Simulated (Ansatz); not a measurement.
Runs of Ansatz 0.2.0 on CsSnI3. Symmetry: Pm-3m, No. 221, cubic system. Conventional cell: a = 6.206 Å, b = 6.206 Å, c = 6.206 Å, α = 90.00°, β = 90.00°, γ = 90.00°. Around Cs (site symmetry m-3m) lie 12 I at 4.39 Å. I (site symmetry 4/mmm) has 2 Sn at 3.10 Å as nearest neighbours. Sn (site symmetry m-3m) has 6 I at 3.10 Å as nearest neighbours. 

```csv
task,level,spin,cell,k mesh,points for each segment of the path,gap on the mesh (eV),pressure (GPa),relaxed volume (Å³/atom)
band structure,PBEsol,"SOC, no magnetisation",as given,4 × 4 × 4,14,0.13,-0.4,-
band structure,RPBE,off,as given,5 × 5 × 5,14,-,(a),-
relaxation of cell and atoms,RPBE,off,relaxed,5 × 5 × 5,-,1.87,0.0,52.96
relaxation of cell and atoms,PBEsol,off,relaxed,5 × 5 × 5,-,1.69,0.0,45.73
band structure,PBEsol,off,as given,5 × 5 × 5,14,-,(c),-
relaxation of cell and atoms,LDA,off,relaxed,5 × 5 × 5,-,1.67,0.0,43.66
band structure,LDA,"SOC, no magnetisation",as given,4 × 4 × 4,14,0.12,(b),-
band structure,LDA,off,as given,5 × 5 × 5,14,-,-1.6,-
```

Alike in all rows: potentials or basis Ansatz PAW; cutoff (eV) 420; smearing fermi-dirac 0.05 eV.

Task: Estimate the missing entries.

Result: (a) 1.6; (b) -1.3; (c) -0.7.

Caveats: the PAW data sets come from PBE, with cores solved anew for the run's functional, which leaves a small shift of forces and pressure; spin-orbit coupling is left out, which moves the levels of the heavy elements (some runs); the cell was measured hot, at 500 K (some runs); odd divisions of the mesh miss points on the zone boundary, where band edges often lie, so the gap on the mesh can be too wide (some runs); the plane-wave basis is chosen anew once the cell has moved, so the energies of steps on either side of that aren't comparable (some runs); the volume moved by +11 % from the deposited cell, more than functionals usually miss (some runs).

A k mesh can miss the band edges, and rows without SOC leave out spin-orbit coupling on Cs, I, Sn.

Runs at the PBE level aren't shown here.
